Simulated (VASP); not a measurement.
Crystal: AlAu.

```
CELL_PARAMETERS angstrom
3.22394 0.00000 0.00000
0.00000 3.22394 0.00000
0.00000 0.00000 3.22394
ATOMIC_POSITIONS crystal
Au 0.50000 0.50000 0.50000
Al 0.00000 0.00000 0.00000
```

The cell comes from a database or a generator and needn't be the stable form of this composition.

```yaml
Program: VASP 6.6.1
Task: relaxation of cell and atoms
Functional: r2SCAN
Potentials_or_basis: VASP PAW PBE potentials, release 64 (Au, Al)
Cutoff: 600 eV
k_mesh: 8 × 8 × 8
Occupations: fermi-dirac, width 0.05 eV
Spin: no spin polarisation
```

At the start: pressure -5.2 GPa; volume 16.75 Å³/atom.

Task: How do energy, volume and symmetry change on relaxing?

Result: Over 3 steps the energy falls by 12.1 meV/atom and the volume is 16.04 Å³/atom (-4.2 %); space group Pm-3m (No. 221, to 0.05 Å).

The path:
```
step  energy change (eV)  largest force (eV/Å)  pressure (GPa)  volume (Å³)
   1              0.0000                0.0000           -5.16        33.51
   2             -0.0062                0.0000            5.33        30.96
   3             -0.0241                0.0000            0.00        32.09
```

Final structure:
```yaml
crystal:
  lattice:
    - [3.17774, 0.00000, 0.00000]
    - [0.00000, 3.17774, 0.00000]
    - [0.00000, 0.00000, 3.17774]
  atoms:
    - { symbol: Au, position: [0.50000, 0.50000, 0.50000] }
    - { symbol: Al, position: [0.00000, 0.00000, 0.00000] }
```

Caveat: the PAW data sets were made with another functional, which shifts forces and pressure a little.
